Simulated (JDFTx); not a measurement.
# CdTe (F-43m) in JDFTx: a series of runs

Runs on CdTe. Level: LDA. Tasks: equation of state.

Everything below comes from runs of JDFTx 1.7.0 (patched build). Logs are shortened: lines on timing, memory, paths and dates and some standing lists are left out, and cuts for length are marked. The log counts tension as positive stress, the text compression.

**Measured values to compare with.**

From “Multiscale insight into the Cd1-xZnxTe vibrational-mechanical properties -- High-pressure experiments and ab initio calculations”, 2023, arxiv:2306.14539, for a powder of CdTe: bulk modulus 42 ± 2 GPa.

How close the calculation comes is told below.

**1. The structure**

It takes space group F-43m (No. 216, cubic). The conventional cell has a = 6.410 Å, b = 6.410 Å, c = 6.410 Å, α = 90.00°, β = 90.00°, γ = 90.00°. Te (site symmetry -43m) has 4 Cd at 2.78 Å as nearest neighbours. Cd (site symmetry -43m) has 4 Te at 2.78 Å as nearest neighbours.

**2. Equation of state, LDA, 30.95 Å³/atom (volume scaled by 0.94)**

Input file CdTe.in:

```
lattice Face-Centered Cubic 11.8658680446
coords-type Lattice
ion Te     0.7500000000     0.7500000000     0.7500000000 1
ion Cd     0.0000000000     0.0000000000     0.0000000000 1

ion-species pseudo/Te.upf
ion-species pseudo/Cd.upf
elec-cutoff 51 408
elec-ex-corr lda-PW
kpoint-folding 7 7 7
elec-smearing Fermi 0.0018374661
elec-n-bands 25
electronic-SCF nIterations 100 energyDiffThreshold 1e-09
electronic-minimize nIterations 30 energyDiffThreshold 1e-7
forces-output-coords Cartesian

dump-name run.$VAR
dump End Ecomponents EigStats BandEigs Kpoints Forces Stress
```

Potentials or basis: PseudoDojo-SR-LDA-0.4.1-standard with smoothed tails.

Command:

```
jdftx -c 1 -i CdTe.in -o CdTe.out
```

What it wrote:

```text
*************** JDFTx 1.7.0 (patched build) ***************

Input parsed successfully to the following command list (including defaults):
[... the input with its defaults ...]

---------- Setting up symmetries ----------

Found 48 point-group symmetries of the bravais lattice
Found 24 space-group symmetries with basis
Applied RMS atom displacement 0 bohrs to make symmetries exact.

---------- Initializing the Grid ----------
R =
[            0      5.93293      5.93293  ]
[      5.93293            0      5.93293  ]
[      5.93293      5.93293            0  ]
unit cell volume = 417.675
G =
[  -0.529518   0.529518   0.529518  ]
[   0.529518  -0.529518   0.529518  ]
[   0.529518   0.529518  -0.529518  ]
Minimum fftbox size, Smin = [  80  80  80  ]
Chosen fftbox size, S = [  80  80  80  ]

---------- Initializing tighter grid for wavefunction operations ----------
R =
[            0      5.93293      5.93293  ]
[      5.93293            0      5.93293  ]
[      5.93293      5.93293            0  ]
unit cell volume = 417.675
G =
[  -0.529518   0.529518   0.529518  ]
[   0.529518  -0.529518   0.529518  ]
[   0.529518   0.529518  -0.529518  ]
Minimum fftbox size, Smin = [  56  56  56  ]
Chosen fftbox size, S = [  56  56  56  ]

---------- Exchange Correlation functional ----------
Initalized Slater LDA exchange.
Initalized Perdew-Wang LDA correlation.

---------- Setting up pseudopotentials ----------
Width of ionic core gaussian charges (only for fluid interactions / plotting) set to 0

Reading pseudopotential file 'pseudo/Te.upf':
  'Te' pseudopotential, 'SLA  PW   NOGX NOGC' functional
  Generated using ONCVPSP code by D. R. Hamann
  16 valence electrons, 3 orbitals, 6 projectors, 1001 radial grid points, with lMax = 2
    4D    l: 2   occupation: 10.0   eigenvalue: -1.532468
    5S    l: 0   occupation:  2.0   eigenvalue: -0.564382
    5P    l: 1   occupation:  4.0   eigenvalue: -0.224579
  Core radius for overlap checks: 2.04 bohrs.

Reading pseudopotential file 'pseudo/Cd.upf':
  'Cd' pseudopotential, 'SLA  PW   NOGX NOGC' functional
  Generated using ONCVPSP code by D. R. Hamann
  20 valence electrons, 4 orbitals, 6 projectors, 1001 radial grid points, with lMax = 2
    4S    l: 0   occupation:  2.0   eigenvalue: -3.889722
    4P    l: 1   occupation:  6.0   eigenvalue: -2.461797
    4D    l: 2   occupation: 10.0   eigenvalue: -0.437264
    5S    l: 0   occupation:  2.0   eigenvalue: -0.218845
  Core radius for overlap checks: 1.32 bohrs.

Initialized 2 species with 2 total atoms.

Folded 1 k-points by 7x7x7 to 343 k-points.

---------- Setting up k-points, bands, fillings ----------
Adding inversion symmetry to k-mesh for non-inversion-symmetric unit cell.
Reduced to 20 k-points under symmetry.
Computing the number of bands and number of electrons
Calculating initial fillings.
nElectrons:  36.000000   nBands: 25   nStates: 20

----- Setting up reduced wavefunction bases (one per k-point) -----
average nbasis = 7267.362 , ideal nbasis = 7265.873

---------- Setting up ewald sum ----------
Optimum gaussian width for ewald sums = 2.694636 bohr.
Real space sum over 1331 unit cells with max indices [  5  5  5  ]
Reciprocal space sum over 2197 terms with max indices [  6  6  6  ]

---------- Allocating electronic variables ----------
Initializing wave functions:  linear combination of atomic orbitals
Note: number of bands (25) exceeds available atomic orbitals (19)
Te pseudo-atom occupations:   s ( 2 )  p ( 4 )  d ( 10 )
Cd pseudo-atom occupations:   s ( 2 2 )  p ( 6 )  d ( 10 )
	FillingsUpdate:  mu: +0.363952533  nElectrons: 36.000000
LCAOMinimize: Iter:   0  F: -261.5352120073217179  |grad|_K:  1.843e-03  alpha:  1.000e+00
	FillingsUpdate:  mu: +0.354186671  nElectrons: 36.000000
LCAOMinimize: Iter:   1  F: -261.5489410078448032  |grad|_K:  5.162e-05  alpha:  6.411e-01  linmin:  2.625e-03  cgtest: -6.883e-02
	FillingsUpdate:  mu: +0.353963433  nElectrons: 36.000000
LCAOMinimize: Iter:   2  F: -261.5489551247958957  |grad|_K:  6.155e-06  alpha:  8.501e-01  linmin:  6.619e-03  cgtest:  3.208e-02
	FillingsUpdate:  mu: +0.354004259  nElectrons: 36.000000
LCAOMinimize: Iter:   3  F: -261.5489552943353146  |grad|_K:  1.017e-06  alpha:  7.187e-01  linmin: -9.598e-05  cgtest:  2.515e-02
	FillingsUpdate:  mu: +0.354006946  nElectrons: 36.000000
LCAOMinimize: Iter:   4  F: -261.5489552993365692  |grad|_K:  3.618e-08  alpha:  7.731e-01  linmin:  4.931e-03  cgtest: -3.204e-02
LCAOMinimize: Converged (|Delta F|<1.000000e-06 for 2 iters).

-------- Electronic minimization -----------
Will mix electronic density at each iteration.
	FillingsUpdate:  mu: +0.354006946  nElectrons: 36.000000
	FillingsUpdate:  mu: +0.346022347  nElectrons: 36.000000
SCF: Cycle:  0   F: -261.623402603245722   dF: -7.445e-02   |Residual|: 8.797e-02   |deigs|: 1.377e-01
	FillingsUpdate:  mu: +0.340260825  nElectrons: 36.000000
SCF: Cycle:  1   F: -261.635653198173259   dF: -1.225e-02   |Residual|: 3.858e-02   |deigs|: 1.990e-02
	FillingsUpdate:  mu: +0.337109811  nElectrons: 36.000000
SCF: Cycle:  2   F: -261.637484573622885   dF: -1.831e-03   |Residual|: 6.191e-03   |deigs|: 1.045e-02
	FillingsUpdate:  mu: +0.337502078  nElectrons: 36.000000
SCF: Cycle:  3   F: -261.637500422601590   dF: -1.585e-05   |Residual|: 2.636e-03   |deigs|: 7.228e-04
	FillingsUpdate:  mu: +0.337903565  nElectrons: 36.000000
SCF: Cycle:  4   F: -261.637505794215485   dF: -5.372e-06   |Residual|: 6.602e-04   |deigs|: 7.348e-04
	FillingsUpdate:  mu: +0.337912593  nElectrons: 36.000000
SCF: Cycle:  5   F: -261.637506815439394   dF: -1.021e-06   |Residual|: 2.865e-04   |deigs|: 1.649e-04
	FillingsUpdate:  mu: +0.337971031  nElectrons: 36.000000
SCF: Cycle:  6   F: -261.637507356918718   dF: -5.415e-07   |Residual|: 1.178e-04   |deigs|: 8.718e-05
	FillingsUpdate:  mu: +0.337969686  nElectrons: 36.000000
SCF: Cycle:  7   F: -261.637507488892538   dF: -1.320e-07   |Residual|: 5.081e-05   |deigs|: 2.472e-05
	FillingsUpdate:  mu: +0.337975140  nElectrons: 36.000000
SCF: Cycle:  8   F: -261.637507539504497   dF: -5.061e-08   |Residual|: 1.032e-05   |deigs|: 1.687e-05
	FillingsUpdate:  mu: +0.337973688  nElectrons: 36.000000
SCF: Cycle:  9   F: -261.637507563876682   dF: -2.437e-08   |Residual|: 9.300e-06   |deigs|: 1.152e-05
	FillingsUpdate:  mu: +0.337973644  nElectrons: 36.000000
SCF: Cycle: 10   F: -261.637507573058372   dF: -9.182e-09   |Residual|: 4.069e-06   |deigs|: 9.275e-06
	FillingsUpdate:  mu: +0.337973557  nElectrons: 36.000000
SCF: Cycle: 11   F: -261.637507577472832   dF: -4.414e-09   |Residual|: 2.627e-06   |deigs|: 7.520e-06
	FillingsUpdate:  mu: +0.337973587  nElectrons: 36.000000
SCF: Cycle: 12   F: -261.637507579221847   dF: -1.749e-09   |Residual|: 1.378e-06   |deigs|: 6.549e-06
	FillingsUpdate:  mu: +0.337973582  nElectrons: 36.000000
SCF: Cycle: 13   F: -261.637507580438751   dF: -1.217e-09   |Residual|: 9.470e-07   |deigs|: 5.800e-06
	FillingsUpdate:  mu: +0.337973622  nElectrons: 36.000000
SCF: Cycle: 14   F: -261.637507580990928   dF: -5.522e-10   |Residual|: 9.441e-07   |deigs|: 4.469e-06
	FillingsUpdate:  mu: +0.337973619  nElectrons: 36.000000
SCF: Cycle: 15   F: -261.637507581347450   dF: -3.565e-10   |Residual|: 1.272e-06   |deigs|: 4.464e-06
SCF: Converged (|Delta E|<1.000000e-09 for 2 iters).

Setting wave functions to eigenvectors of Hamiltonian

# Stress tensor in Cartesian coordinates [Eh/a0^3]:
[ -0.000114055            0            0  ]
[            0 -0.000114055            0  ]
[            0            0 -0.000114055  ]

# Ionic positions in lattice coordinates:
ion Te   0.750000000000000   0.750000000000000   0.750000000000000 1
ion Cd   0.000000000000000   0.000000000000000   0.000000000000000 1

# Forces in Cartesian coordinates:
force Te  -0.000000000000000   0.000000000000000   0.000000000000000 1
force Cd  -0.000000000000000   0.000000000000000  -0.000000000000000 1

# Energy components:
   Eewald =     -148.3628727457029015
       EH =       91.6868424652670058
     Eloc =     -268.0285830140266512
      Enl =      -24.9873074436539717
      Exc =      -48.3632026374219137
 Exc_core =       18.3059104834122586
       KE =      118.1117054293039530
-------------------------------------
     Etot =     -261.6375074628222137
       TS =        0.0000001185252249
-------------------------------------
        F =     -261.6375075813474496

IonicMinimize: Iter:   0  F: -261.637507581347450  |grad|_K:  5.809e-36
IonicMinimize: Converged (|grad|_K<1.000000e-04).

#--- Lowdin population analysis ---
# oxidation-state Te -0.916
# oxidation-state Cd +1.148

Dumping 'run.eigStats' ...
	eMin: -3.432439 at state 0 ( [ +0.000000 +0.000000 +0.000000 ] spin 0 )
	HOMO: +0.322191 at state 0 ( [ +0.000000 +0.000000 +0.000000 ] spin 0 )
	mu  : +0.337974
	LUMO: +0.351594 at state 0 ( [ +0.000000 +0.000000 +0.000000 ] spin 0 )
	eMax: +0.787438 at state 14 ( [ +0.000000 +0.428571 +0.428571 ] spin 0 )
	HOMO-LUMO gap: +0.029403
	Optical gap  : +0.029403 at state 0 ( [ +0.000000 +0.000000 +0.000000 ] spin 0 )
Done!
[note: the Lowdin charges miss the electrons that lie outside the files' atomic orbitals]
[note: mu as printed may lie anywhere between the filled and the empty levels]
```

It took 3 min on 1 thread of Arm Neoverse V2, shared host; peak memory 0.25 GiB.

Results:

* Free energy: -7119.5193 eV
* Pressure: 3.4 GPa
* Band gap on the k mesh: 0.80 eV, direct

Caveat: spin-orbit coupling is left out, which moves the levels of the heavy elements.

**3. Equation of state, LDA, 31.60 Å³/atom (volume scaled by 0.96)**

Changes to CdTe.in since step 2:

```diff
@@ -1,2 +1,2 @@
-lattice Face-Centered Cubic 11.8658680446
+lattice Face-Centered Cubic 11.9494332490
 coords-type Lattice
@@ -17,2 +17,2 @@
 dump-name run.$VAR
-dump End Ecomponents EigStats BandEigs Kpoints Forces Stress
+dump End Ecomponents EigStats BandEigs Kpoints Forces Stress ElecDensity Dtot KEdensity
```

Potentials or basis: PseudoDojo-SR-LDA-0.4.1-standard with smoothed tails.

Command:

```
jdftx -c 1 -i CdTe.in -o CdTe.out
```

Wall time 2.9 min (1 thread of Arm Neoverse V2, shared host); peak memory 0.26 GiB.

It converged, with:

| Quantity | Value |
| --- | --- |
| Free energy | -7119.5421 eV |
| Pressure | 2.1 GPa |
| Band gap on the k mesh | 0.73 eV, direct |

Caveat: spin-orbit coupling is left out, which moves the levels of the heavy elements.

**4. Equation of state, LDA, 32.26 Å³/atom (volume scaled by 0.98)**

Changes to CdTe.in since step 3:

```diff
@@ -1,2 +1,2 @@
-lattice Face-Centered Cubic 11.9494332490
+lattice Face-Centered Cubic 12.0318457379
 coords-type Lattice
```

Command:

```
jdftx -c 1 -i CdTe.in -o CdTe.out
```

Wall time 2.8 min (1 thread of Arm Neoverse V2, shared host); peak memory 0.25 GiB.

Results (log left out):

```yaml
Free_energy: -7119.5552 eV
Pressure: 1.0 GPa
Band_gap_on_the_k_mesh: 0.67 eV, direct
```

Caveat: spin-orbit coupling is left out, which moves the levels of the heavy elements.

**5. Equation of state, LDA, 32.92 Å³/atom**

Changes to CdTe.in since step 4:

```diff
@@ -1,2 +1,2 @@
-lattice Face-Centered Cubic 12.0318457379
+lattice Face-Centered Cubic 12.1131444589
 coords-type Lattice
```

Command:

```
jdftx -c 1 -i CdTe.in -o CdTe.out
```

Run time: 2.8 min. Hardware: 1 thread of Arm Neoverse V2, shared host; peak memory 0.25 GiB.

It converged, with:

* Free energy: -7119.5598 eV
* Pressure: 0.0 GPa
* Band gap on the k mesh: 0.61 eV, direct

Caveat: spin-orbit coupling is left out, which moves the levels of the heavy elements.

**6. Equation of state, LDA, 33.58 Å³/atom (volume scaled by 1.02)**

Changes to CdTe.in since step 5:

```diff
@@ -1,2 +1,2 @@
-lattice Face-Centered Cubic 12.1131444589
+lattice Face-Centered Cubic 12.1933662963
 coords-type Lattice
```

Potentials or basis: PseudoDojo-SR-LDA-0.4.1-standard with smoothed tails.

Command:

```
jdftx -c 1 -i CdTe.in -o CdTe.out
```

Run time: 2.8 min. Hardware: 1 thread of Arm Neoverse V2, shared host; peak memory 0.25 GiB.

The run converged. Its results:

```
Free energy            : -7119.5566 eV
Pressure               : -0.9 GPa
Band gap on the k mesh : 0.55 eV, direct
```

Caveat: spin-orbit coupling is left out, which moves the levels of the heavy elements.

**7. Equation of state, LDA, 34.24 Å³/atom (volume scaled by 1.04)**

Changes to CdTe.in since step 6:

```diff
@@ -1,2 +1,2 @@
-lattice Face-Centered Cubic 12.1933662963
+lattice Face-Centered Cubic 12.2725462182
 coords-type Lattice
```

Command:

```
jdftx -c 1 -i CdTe.in -o CdTe.out
```

Run time: 2.9 min. Hardware: 1 thread of Arm Neoverse V2, shared host; peak memory 0.26 GiB.

The run converged. Its results:

```
Free energy            : -7119.5467 eV
Pressure               : -1.6 GPa
Band gap on the k mesh : 0.49 eV, direct
```

Caveat: spin-orbit coupling is left out, which moves the levels of the heavy elements.

**8. Equation of state, LDA, 34.90 Å³/atom (volume scaled by 1.06)**

Changes to CdTe.in since step 7:

```diff
@@ -1,2 +1,2 @@
-lattice Face-Centered Cubic 12.2725462182
+lattice Face-Centered Cubic 12.3507174102
 coords-type Lattice
```

Command:

```
jdftx -c 1 -i CdTe.in -o CdTe.out
```

It took 3.4 min on 1 thread of Arm Neoverse V2, shared host; peak memory 0.26 GiB.

Results (log left out):

```
Free energy            : -7119.5307 eV
Pressure               : -2.3 GPa
Band gap on the k mesh : 0.44 eV, direct
```

Caveat: spin-orbit coupling is left out, which moves the levels of the heavy elements.

**9. Equation of state, LDA**

Potentials or basis: PseudoDojo-SR-LDA-0.4.1-standard with smoothed tails.

No new run: the results of the series are fitted here.

Results:

```yaml
Equilibrium_volume: 32.97 Å³/atom
Bulk_modulus: 46 GPa
Pressure_derivative_of_the_bulk_modulus: 4.8
```

Energy against volume, from the lowest point:
| volume (Å³/atom) | energy (meV/atom) |
| --- | --- |
| 30.947 | 20.25 |
| 31.605 | 8.84 |
| 32.263 | 2.27 |
| 32.922 | 0.00 |
| 33.580 | 1.56 |
| 34.239 | 6.52 |
| 34.897 | 14.52 |

**10. Comparison with measurements**

Step 9. Measured bulk modulus of CdTe: 42 GPa (powder; quoted in “Multiscale insight into the Cd1-xZnxTe vibrational-mechanical properties -- High-pressure experiments and ab initio calculations”, 2023, arxiv:2306.14539). This calculation gives 46 GPa (+10.0 %). The fit is for a static lattice scaled at fixed shape and fixed fractional positions.
